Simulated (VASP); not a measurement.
# La2O3 (strained database structure): one PBE single-point calculation in two programs

```
La O
1.0
     3.89575    0.00000    0.00000
    -1.94788    3.37382    0.00000
     0.00000    0.00000    6.20472
La O
2 3
Direct
  0.66667 0.33333 0.75364
  0.33333 0.66667 0.24636
  0.66667 0.33333 0.35544
  0.33333 0.66667 0.64456
  0.00000 0.00000 0.00000
```

Each program uses its own PAW datasets. VASP's cell holds 40 valence electrons and Ansatz's 40. Ansatz's stress includes a Pulay correction; VASP's doesn't.

Cutoffs: 520 eV in VASP, 420 eV in Ansatz. k meshes: 12×12×4 and 12×12×4.

```tsv
	VASP	Ansatz
gap between bands v and c	3.87 eV	3.85 eV
least direct gap	3.97 eV	3.96 eV
pressure	2.5 GPa	2.8 GPa
largest force	0.04 eV/Å	0.02 eV/Å
```

Band v is the last that the valence electrons fill when counted band by band, and c is the next. Levels in eV from the top of v, Ansatz:

| point | v−1 | v | c | c+1 |
| --- | --- | --- | --- | --- |
| Γ | -0.39 | -0.12 | 4.31 | 4.67 |
| M | -0.39 | -0.32 | 3.85 | 4.71 |
| K | -0.85 | -0.04 | 3.92 | 4.73 |
| A | -0.31 | -0.31 | 4.69 | 4.77 |
| L | -0.30 | -0.04 | 4.35 | 4.64 |
| H | -0.32 | -0.20 | 4.28 | 4.84 |

VASP:

```json
{"point": "Γ", "v−1": "-0.39", "v": "-0.11", "c": "4.34", "c+1": "4.70"}
{"point": "M", "v−1": "-0.40", "v": "-0.31", "c": "3.87", "c+1": "4.76"}
{"point": "K", "v−1": "-0.84", "v": "-0.04", "c": "3.93", "c+1": "4.78"}
{"point": "A", "v−1": "-0.31", "v": "-0.31", "c": "4.74", "c+1": "4.82"}
{"point": "L", "v−1": "-0.30", "v": "-0.04", "c": "4.38", "c+1": "4.68"}
{"point": "H", "v−1": "-0.32", "v": "-0.20", "c": "4.30", "c+1": "4.88"}
```

Forces (eV/Å), VASP:

```tsv
atom	Fx	Fy	Fz
La	0.000	0.000	-0.036
La	0.000	0.000	0.036
O	0.000	0.000	-0.008
O	0.000	0.000	0.008
O	0.000	0.000	0.000
```

Ansatz:

| atom | Fx | Fy | Fz |
| --- | --- | --- | --- |
| La | 0.000 | 0.000 | -0.022 |
| La | 0.000 | 0.000 | 0.022 |
| O | 0.000 | 0.000 | -0.002 |
| O | 0.000 | 0.000 | 0.002 |
| O | 0.000 | 0.000 | 0.000 |
